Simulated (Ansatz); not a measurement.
NaBr (rock salt)

```yaml
crystal:
  lattice:
    - [0.00000, 2.97379, 2.97379]
    - [2.97379, 0.00000, 2.97379]
    - [2.97379, 2.97379, 0.00000]
  atoms:
    - { symbol: Br, position: [0.00000, 0.00000, 0.00000] }
    - { symbol: Na, position: [0.50000, 0.50000, 0.50000] }
```

The slice is a {110} plane (indices of the conventional cell) through the point (0.500, 0.500, 0.500) (fractional), spanned by u = [100] and v = [1 -1 -1] in vectors of this cell: u (4.21 Å) and v (5.95 Å, at 90° to u). It covers one period; positions are fractions (u, v).

Level of theory: r2SCAN (plane waves to 500 eV, PAW, scalar-relativistic; Ansatz, a first-principles code). k mesh 10×10×10. Near the nuclei the fields are pseudised (PAW); where an atom keeps semicore shells as valence, they peak there. NaBr was relaxed with its symmetry unable to fall.

What is the ELF at the density minimum of the shortest Br–Na line in this plane (2.97 Å)?

0.0.

What is the valence density on the shortest Br–Na line in this plane (2.97 Å), at its minimum between the atoms?

0.07 e/Å³.

Predict the map of the valence electron density on the slice.


```
|99874311111111111134789|
|98764210001111000124678|
|77643210000000000123467|
|54432100000000000012344|
|33221000000000000001223|
|22211100000000000011122|
|22221110000000000111222|
|33222111000000001112223|
|33333221100000011223333|
|44443322100000012233444|
|55544332110000112334455|
|65555433211001123345555|
|66655443211001123445566|
|55665543221111223455665|
|34566543321111233456654|
|23566544321111234456653|
|34566543321111233456654|
|55665543221111223455665|
|66655443211001123445566|
|65555433211001123345555|
|55544332110000112334455|
|44443322100000012233444|
|33333221100000011223333|
|33222111000000001112223|
|22221110000000000111222|
|22211100000000000011122|
|33221000000000000001223|
|54432100000000000012344|
|77643210000000000123467|
|98764210001111000124678|
|99874311111111111134789|
|99975311111111111135799|
```
Scale: ten equal steps from -1.90 (start of '0') to 1.32 (end of '9'), in the order '0123456789'. Values: log₁₀ of the valence density in e/Å³. The map has 23 points along u (one character each, u = 0 at the left) and 32 along v (v = 0 in the bottom row). The scale is logarithmic, as a density can span decades between atoms and voids.
